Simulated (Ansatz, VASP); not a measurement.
# Cross-check of GaSb between VASP and Ansatz, part 2 of 2

Wanted: the spread between two codes on one cell, functional and k mesh. The cell is taken from a series of runs on this material, whose earlier steps may have relaxed, scaled, displaced or heated it; both programs get it as it stands.

VASP 6.6.1 and Ansatz 0.2.0.

So far: The structure; Ansatz: zone-centre phonons, LDA.

## (3) VASP: zone-centre phonons, LDA

Level of this step: LDA; plane waves and PAW (Ga_d, Sb) (VASP).

The same cell, functional (in two slightly different forms), mesh and smearing now go to VASP, with its own data sets.

Lines of VASP's logs that name or quote its potential files are left out, and so is its time.

File INCAR:

```
SYSTEM = GaSb
PREC = Accurate
ENCUT = 500
EDIFF = 1E-08
NELM = 120
ISMEAR = 1
SIGMA = 0.2
LREAL = .FALSE.
ALGO = Normal
GGA = CA
NBANDS = 15
LORBIT = 11
LWAVE = .FALSE.
LCHARG = .FALSE.
ISIF = 2
IBRION = 8
LASPH = .TRUE.
GGA_COMPAT = .FALSE.
KPAR = 2
```

File POSCAR:

```
GaSb
1.0
    0.0000000000      3.0655249002      2.9033914908
    3.0655249002      0.0000000000      2.9033914908
    3.0655249002      3.0655249002      0.0000000000
Ga Sb
1 1
Direct
    0.0000000000      0.0000000000      0.0000000000
    0.7500000000      0.7500000000      0.7500000000
```

File KPOINTS:

```
Automatic mesh
0
Gamma
12 12 12
0 0 0
```

PAW data sets: Ga_d and Sb (LDA family, release 64).

Started as:

```console
mpirun -np 2 vasp_std
```

Numbers of over 12 decimals in the logs are rounded to 6 here.

The program printed:

```text
[banner, memory and clock lines left out]
running    2 mpi-ranks, on    1 nodes
 distrk:  each k-point on    1 cores,    2 groups
 distr:  one band on    1 cores,    1 groups

 POSCAR found type information on POSCAR GaSb
 POSCAR found :  2 types and       2 ions
 LDA part: xc-table for (Slater(with rela. corr.)+CA(PZ))
 , standard interpolation
 POSCAR, INCAR and KPOINTS ok, starting setup
 FFT: planning ... GRIDC
 FFT: planning ... GRID_SOFT
 FFT: planning ... GRID
 WAVECAR not read
 entering main loop
       N       E                     dE             d eps       ncg     rms          rms(c)
DAV:   1     0.801441511713E+02    0.80144E+02   -0.84958E+03  4946   0.146E+03
DAV:   2    -0.258549157824E+01   -0.82730E+02   -0.79790E+02  5730   0.298E+02
DAV:   3    -0.867718842790E+01   -0.60917E+01   -0.60702E+01  5856   0.674E+01
DAV:   4    -0.878587786529E+01   -0.10869E+00   -0.10867E+00  6016   0.102E+01
DAV:   5    -0.878845355876E+01   -0.25757E-02   -0.25756E-02  6209   0.137E+00    0.349E+00
DAV:   6    -0.869428724295E+01    0.94166E-01   -0.77530E-02  7322   0.456E+00    0.203E+00
DAV:   7    -0.865629254871E+01    0.37995E-01   -0.55500E-02  5583   0.190E+00    0.298E-01
DAV:   8    -0.865606455479E+01    0.22799E-03   -0.49509E-03  6087   0.871E-01    0.104E-01
DAV:   9    -0.865613677678E+01   -0.72222E-04   -0.35664E-04  5799   0.167E-01    0.410E-02
DAV:  10    -0.865612906260E+01    0.77142E-05   -0.17920E-05  6403   0.370E-02    0.140E-02
DAV:  11    -0.865613122290E+01   -0.21603E-05   -0.43721E-06  5675   0.195E-02    0.532E-03
DAV:  12    -0.865613118750E+01    0.35400E-07   -0.22418E-07  6248   0.354E-03    0.129E-03
DAV:  13    -0.865613119559E+01   -0.80881E-08   -0.21165E-08  5961   0.137E-03
   1 F= -.86561312E+01 E0= -.86563041E+01  d E =0.518862E-03
 Linear response reoptimize wavefunctions to high precision
DAV:   1    -0.865613119569E+01   -0.10095E-09   -0.77836E-10  4965   0.362E-04
DAV:   2    -0.865613119569E+01    0.63665E-11   -0.10899E-10  3488   0.955E-05
 Linear response DOF=           4
 Linear response progress:
  Degree of freedom:   1/  4
       N       E                     dE             d eps       ncg     rms          rms(c)
RMM:   1    -0.168439188090E+00   -0.16844E+00    0.92510E-02 17770   0.853E+00
RMM:   2    -0.166803799625E+00    0.16354E-02   -0.27698E-02 26864   0.138E+00    0.405E-02
RMM:   3    -0.166966065142E+00   -0.16227E-03   -0.34087E-03 27925   0.439E-01    0.273E-02
RMM:   4    -0.166920419746E+00    0.45645E-04   -0.15331E-03 30622   0.207E-01    0.146E-02
RMM:   5    -0.166937197377E+00   -0.16778E-04   -0.69278E-05 29548   0.531E-02    0.444E-03
RMM:   6    -0.166941321335E+00   -0.41240E-05   -0.12831E-05 29906   0.217E-02    0.488E-04
RMM:   7    -0.166934746255E+00    0.65751E-05   -0.30685E-06 29041   0.954E-03    0.595E-04
RMM:   8    -0.166937719250E+00   -0.29730E-05   -0.59845E-07 29417   0.434E-03    0.175E-04
RMM:   9    -0.166938818466E+00   -0.10992E-05   -0.19947E-07 29653   0.202E-03    0.756E-05
RMM:  10    -0.166939312779E+00   -0.49431E-06   -0.54927E-08 29902   0.979E-04    0.280E-05
RMM:  11    -0.166939494827E+00   -0.18205E-06   -0.26428E-09 29872   0.478E-04    0.976E-06
RMM:  12    -0.166939584753E+00   -0.89926E-07   -0.73491E-10 30073   0.243E-04    0.219E-06
RMM:  13    -0.166939575026E+00    0.97263E-08   -0.62635E-09 29658   0.126E-04    0.370E-06
 first order change of Fermi-energy   0.12998E-04
 force on displaced ion       1 direction 1 :  -8.735   0.000   0.000
 Linear response progress:
  Degree of freedom:   2/  4
       N       E                     dE             d eps       ncg     rms          rms(c)
RMM:   1    -0.167922701343E+00   -0.16792E+00    0.11967E-01 10431   0.866E+00
RMM:   2    -0.166524034408E+00    0.13987E-02   -0.26518E-02 15579   0.135E+00    0.412E-02
RMM:   3    -0.166692599179E+00   -0.16856E-03   -0.42087E-03 16073   0.475E-01    0.261E-02
RMM:   4    -0.166674384771E+00    0.18214E-04   -0.24144E-03 17735   0.243E-01    0.156E-02
RMM:   5    -0.166695939048E+00   -0.21554E-04   -0.81067E-05 17043   0.565E-02    0.531E-03
RMM:   6    -0.166698427932E+00   -0.24889E-05   -0.14501E-05 17082   0.227E-02    0.177E-03
RMM:   7    -0.166679950257E+00    0.18478E-04   -0.37192E-06 16847   0.106E-02    0.620E-04
RMM:   8    -0.166682323476E+00   -0.23732E-05   -0.78701E-07 17235   0.468E-03    0.190E-04
RMM:   9    -0.166683396334E+00   -0.10729E-05   -0.21396E-07 17302   0.219E-03    0.852E-05
RMM:  10    -0.166683794098E+00   -0.39776E-06   -0.46096E-08 17435   0.103E-03    0.374E-05
RMM:  11    -0.166684009824E+00   -0.21573E-06   -0.27219E-08 17444   0.515E-04    0.225E-05
RMM:  12    -0.166684157236E+00   -0.14741E-06   -0.58688E-09 17217   0.253E-04    0.122E-05
RMM:  13    -0.166684262145E+00   -0.10491E-06   -0.57029E-09 17401   0.135E-04    0.163E-06
RMM:  14    -0.166684230432E+00    0.31712E-07   -0.22059E-09 16667   0.737E-05    0.425E-06
RMM:  15    -0.166684248742E+00   -0.18309E-07   -0.21848E-09 17376   0.438E-05    0.247E-06
RMM:  16    -0.166684265035E+00   -0.16293E-07   -0.91223E-10 16627   0.279E-05    0.655E-07
RMM:  17    -0.166684272715E+00   -0.76806E-08   -0.11061E-09 15691   0.200E-05    0.338E-07
 first order change of Fermi-energy   0.21095E-03
 force on displaced ion       1 direction 3 :   0.000   0.000  -8.557
 Linear response progress:
  Degree of freedom:   3/  4
       N       E                     dE             d eps       ncg     rms          rms(c)
RMM:   1    -0.295992360422E-01   -0.29599E-01   -0.98093E-04 28568   0.144E+00
RMM:   2    -0.265116284313E-01    0.30876E-02   -0.38264E-03 26062   0.416E-01    0.699E-02
RMM:   3    -0.264606559974E-01    0.50972E-04   -0.22472E-04 28933   0.110E-01    0.371E-02
RMM:   4    -0.264892912882E-01   -0.28635E-04   -0.44495E-05 29137   0.467E-02    0.463E-03
RMM:   5    -0.264949783853E-01   -0.56871E-05   -0.63948E-06 30069   0.161E-02    0.297E-03
RMM:   6    -0.264865443339E-01    0.84341E-05   -0.93650E-07 29038   0.527E-03    0.622E-04
RMM:   7    -0.264860209214E-01    0.52341E-06   -0.93052E-08 30098   0.158E-03    0.277E-04
RMM:   8    -0.264859156800E-01    0.10524E-06   -0.17174E-08 28744   0.547E-04    0.762E-05
RMM:   9    -0.264858906221E-01    0.25058E-07   -0.40724E-09 30235   0.206E-04    0.205E-05
RMM:  10    -0.264858677438E-01    0.22878E-07   -0.29841E-09 28420   0.782E-05    0.906E-06
RMM:  11    -0.264858601278E-01    0.76160E-08   -0.22018E-09 29554   0.284E-05    0.436E-06
 first order change of Fermi-energy   0.51129E-04
 force on displaced ion       2 direction 1 :  -8.736   0.000   0.000
 Linear response progress:
  Degree of freedom:   4/  4
       N       E                     dE             d eps       ncg     rms          rms(c)
RMM:   1    -0.289701727293E-01   -0.28970E-01    0.20344E-03 16737   0.142E+00
RMM:   2    -0.265409361237E-01    0.24292E-02   -0.38418E-03 15328   0.396E-01    0.667E-02
RMM:   3    -0.264462589227E-01    0.94677E-04   -0.23897E-04 16870   0.108E-01    0.355E-02
RMM:   4    -0.264542966181E-01   -0.80377E-05   -0.46604E-05 16949   0.459E-02    0.471E-03
RMM:   5    -0.264593573958E-01   -0.50608E-05   -0.65631E-06 17771   0.162E-02    0.292E-03
RMM:   6    -0.264537819430E-01    0.55755E-05   -0.82551E-07 16913   0.512E-03    0.111E-03
RMM:   7    -0.264521845468E-01    0.15974E-05   -0.83660E-08 17367   0.158E-03    0.365E-04
RMM:   8    -0.264514380035E-01    0.74654E-06   -0.13230E-08 17139   0.563E-04    0.742E-05
RMM:   9    -0.264513684618E-01    0.69542E-07   -0.21802E-09 17343   0.202E-04    0.160E-05
RMM:  10    -0.264513824647E-01   -0.14003E-07   -0.90077E-10 16522   0.779E-05    0.430E-06
RMM:  11    -0.264513845902E-01   -0.21255E-08    0.47578E-11 16892   0.294E-05    0.340E-06
 first order change of Fermi-energy   0.49569E-03
 force on displaced ion       2 direction 3 :   0.000   0.000  -8.555
 Linear response finished
```

Parts of OUTCAR (step 3):

```text
ion  position               nearest neighbor table
   1  0.000  0.000  0.000-   2 2.61   2 2.61   2 2.61   2 2.61
   2  0.750  0.750  0.750-   1 2.61   1 2.61   1 2.61   1 2.61

  LATTYP: Found a body centered tetragonal cell.
 ALAT       =     4.3353068897
 C/A-ratio  =     1.3394168232

 Subroutine GETGRP returns: Found  8 space group operations
 (whereof  8 operations were pure point group operations)

The static configuration has the point symmetry D_2d.

 Found    163 irreducible k-points:

   k-points           NKPTS =    163   k-points in BZ     NKDIM =    163   number of bands    NBANDS=     15

   dimension x,y,z NGX =    32 NGY =   32 NGZ =   32
   dimension x,y,z NGXF=    64 NGYF=   64 NGZF=   64

   ENCUT  =  500.0 eV  36.75 Ry    6.06 a.u.   7.70  7.70  7.90*2*pi/ulx,y,z

   NELECT =      18.0000    total number of electrons

 k-points in reciprocal lattice and weights: Automatic mesh
   0.00000000  0.00000000  0.00000000       0.001
   0.08333333 -0.00000000  0.00000000       0.005
   0.16666667 -0.00000000  0.00000000       0.005
   0.25000000 -0.00000000  0.00000000       0.005
   0.33333333 -0.00000000  0.00000000       0.005
   0.41666667 -0.00000000  0.00000000       0.005
   0.50000000 -0.00000000  0.00000000       0.002
   0.08333333  0.08333333  0.00000000       0.001
   0.16666667  0.08333333  0.00000000       0.005
[...]
-0.33333333  0.16666667  0.50000000       0.002
  -0.25000000  0.25000000  0.50000000       0.001

 average (electrostatic) potential at core
       1 -66.4585       2 -88.2034

  Total        0.0736470      0.0736470      0.8496459      0.0000000      0.0000000      0.0000000
  in kB        2.1623212      2.1623212     24.9461345      0.0000000      0.0000000      0.0000000
  external PRESSURE =       9.7569256 kB  Pullay stress =       0.0000000 kB

  energy-cutoff  :      500.00
  volume of cell :       54.57
      direct lattice vectors                 reciprocal lattice vectors
     0.000000000  3.065524900  2.903391491    -0.163104204  0.163104204  0.172212394
     3.065524900  0.000000000  2.903391491     0.163104204 -0.163104204  0.172212394
     3.065524900  3.065524900  0.000000000     0.163104204  0.163104204 -0.172212394

 POSITION                                       TOTAL-FORCE (eV/Angst)
 -----------------------------------------------------------------------------------
      0.00000      0.00000      0.00000         0.000000      0.000000      0.000000
      4.59829      4.59829      4.35509        -0.000000     -0.000000      0.000000
 -----------------------------------------------------------------------------------
    total drift:                               -0.000000     -0.000000     -0.000001

 Eigenvectors and eigenvalues of the dynamical matrix
 ----------------------------------------------------

   1 f  =    6.939340 THz    43.601158 2PiTHz  231.471463 cm-1    28.698791 meV
             X         Y         Z           dx          dy          dz
      0.000000  0.000000  0.000000    -0.198470    0.772305   -0.000000
      4.598287  4.598287  4.355087     0.150198   -0.584462   -0.000000

   2 f  =    6.939340 THz    43.601158 2PiTHz  231.471463 cm-1    28.698791 meV
             X         Y         Z           dx          dy          dz
      0.000000  0.000000  0.000000     0.772305    0.198470   -0.000000
      4.598287  4.598287  4.355087    -0.584462   -0.150198   -0.000000

   3 f  =    6.867839 THz    43.151907 2PiTHz  229.086460 cm-1    28.403088 meV
             X         Y         Z           dx          dy          dz
      0.000000  0.000000  0.000000     0.000000    0.000000    0.797433
      4.598287  4.598287  4.355087     0.000000    0.000000   -0.603408

   4 f/i=    0.000107 THz     0.000673 2PiTHz    0.003574 cm-1     0.000443 meV
             X         Y         Z           dx          dy          dz
      0.000000  0.000000  0.000000     0.279243   -0.534956   -0.000000
      4.598287  4.598287  4.355087     0.368990   -0.706888   -0.000000

   5 f/i=    0.000107 THz     0.000673 2PiTHz    0.003574 cm-1     0.000443 meV
             X         Y         Z           dx          dy          dz
      0.000000  0.000000  0.000000    -0.534956   -0.279243   -0.000000
      4.598287  4.598287  4.355087    -0.706888   -0.368990   -0.000000

   6 f/i=    0.000277 THz     0.001741 2PiTHz    0.009241 cm-1     0.001146 meV
             X         Y         Z           dx          dy          dz
      0.000000  0.000000  0.000000     0.000000    0.000000   -0.603408
      4.598287  4.598287  4.355087     0.000000    0.000000   -0.797433

 ELASTIC MODULI CONTR FROM IONIC RELAXATION (kBar)
 Direction    XX          YY          ZZ          XY          YZ          ZX
 --------------------------------------------------------------------------------
 XX           0.0000      0.0000      0.0000      0.0000      0.0000      0.0000
 YY           0.0000      0.0000      0.0000      0.0000      0.0000      0.0000
 ZZ           0.0000      0.0000      0.0000      0.0000      0.0000      0.0000
 XY           0.0000      0.0000      0.0000   -212.7129      0.0000      0.0000
 YZ           0.0000      0.0000      0.0000      0.0000   -205.6483      0.0000
 ZX           0.0000      0.0000      0.0000      0.0000      0.0000   -179.8045
 --------------------------------------------------------------------------------
```

## (4) Differences

Known differences besides the potentials themselves: the two LDA forms differ slightly; the data sets hold 28 valence electrons in Ansatz (on its PAW soft_1 files) and 18 in VASP; the cutoff is 420 eV in Ansatz and 500 eV in VASP; VASP's log shows a relativistic correction to its local exchange, Ansatz's none. Total energies have different zeros and are not compared.

Compared:

```csv
quantity,Ansatz,VASP,difference
optical mode 1 (cm⁻¹),227.2,229.1,-0.83 %
optical mode 2 to 3 (cm⁻¹),229.1,231.5,-1.01 %
```

Our record labels this cell a metal in VASP alone; each run is judged by its own test, so with a small gap or wide smearing the label says little about the levels. Modes are paired by rising frequency, not by their patterns, so a pair may set unlike modes beside each other; they are those without the splitting of longitudinal modes.

## (5) Outcome

- r.m.s. difference of the optical zone-centre modes, each program's sorted by frequency (zone-centre phonons, LDA): 2.2 cm⁻¹
- difference in optical mode 2 to 3 (zone-centre phonons, LDA): -1.0 %

In words: The r.m.s. difference of the optical zone-centre modes, each program's sorted by frequency is 2.2 cm⁻¹ (zone-centre phonons, LDA). The data sets hold unlike numbers of valence electrons (28 in Ansatz and 18 in VASP), so part of the differences comes from the potentials. Among the rows given in per cent, the largest difference of the zone-centre phonons, LDA pair is in optical mode 2 to 3, -1.0 %. Such differences can come from data sets, numerical settings and the points named under the comparisons, not from the functional's error against experiment.

[Lines on the potential files, build, host, timing and source positions are cut from VASP's logs without a mark.]

[Logs are printed without paths, hosts, clocks, repeated set-up lines and the standing remarks that a program may print on its own settings, such as how far it seeks lower states.]

[Hosts, paths, dates, database ids (printed as entryN), source tags and the programs' standing remarks are cut or masked in the printed files.]
